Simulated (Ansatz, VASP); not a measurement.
## AgI (Iodargyrite) in VASP and in Ansatz

File INCAR:

```
SYSTEM = AgI
ALGO = Normal
EDIFF = 1E-7
ENCUT = 520
GGA = PE
ISIF = 2
ISMEAR = -1
LASPH = .True.
LCHARG = .False.
LREAL = .False.
LWAVE = .False.
NBANDS = 26
NELM = 100
PREC = Accurate
SIGMA = 0.05
```

KPOINTS

```
k-points
0
Gamma
  7 7 4
  0 0 0
```

Contents of POSCAR:

```
AgI
1.0
    4.5591937027      0.0000000000      0.0000000000
   -2.2795968513      3.9483775673      0.0000000000
    0.0000000000      0.0000000000      7.4695286806
I Ag
2 2
Direct
    0.3333333333      0.6666666667      0.5000000000
    0.6666666667      0.3333333333      0.0000000000
    0.3333333333      0.6666666667      0.1300000000
    0.6666666667      0.3333333333      0.6300000000
```

The input input.yaml:

```yaml
crystal:
  lattice:
    - [4.5591937027, 0.0, 0.0]
    - [-2.2795968513, 3.9483775673, 0.0]
    - [0.0, 0.0, 7.4695286806]
  atoms:
    - { symbol: I, position: [0.3333333333, 0.6666666667, 0.5] }
    - { symbol: I, position: [0.6666666667, 0.3333333333, 0.0] }
    - { symbol: Ag, position: [0.3333333333, 0.6666666667, 0.13] }
    - { symbol: Ag, position: [0.6666666667, 0.3333333333, 0.63] }
hamiltonian:
  xc: pbe
  pseudopotentials: { kind: paw }
kpoints:
  mp_grid: { grid: [7, 7, 4] }
scf:
  occupations: { method: fermi_dirac, width: 0.05 }
output:
  forces: true
  stress: true
  eigenvalues: true
```

Change from the starting cell: volume scaled by 0.98.

Alike in both runs: task single point; functional PBE; k mesh 7 × 7 × 4; occupations fermi-dirac, width 0.05 eV; no spin polarisation.

|  | VASP | Ansatz |
| --- | --- | --- |
| version | VASP 6.6.1 | Ansatz 0.2.0 |
| potentials or method | VASP PAW PBE potentials, release 64 (I, Ag) | Ansatz PAW |
| plane-wave cutoff (eV) | 520 | 420 |
| valence electrons in the cell | 36 | 72 |

Ansatz gave:

| Item | Value |
| --- | --- |
| gap on the k mesh at the Fermi level (eV) | 1.38 |
| least direct gap on the mesh (eV) | 1.38 |
| pressure (GPa) | 2.6 |
| largest component of the traceless stress (GPa) | 0.48 |
| rms of the force components (eV/Å) | 0.051 |

Q: Which values does VASP return?

A: gap on the k mesh at the Fermi level (eV): 1.38; least direct gap on the mesh (eV): 1.38; pressure (GPa): 2.5; largest component of the traceless stress (GPa): 0.47; rms of the force components (eV/Å): 0.051.

Atom by atom the forces differ by 0.000 eV/Å (rms over components). The functional is the same, so the differences come from potentials, cutoffs and numerics. The two sets of potentials don't hold the same shells in valence.

Caveats: spin-orbit coupling is left out, which moves the levels of the heavy elements; odd divisions of the mesh miss points on the zone boundary, where band edges often lie, so the gap on the mesh can be too wide (Ansatz).
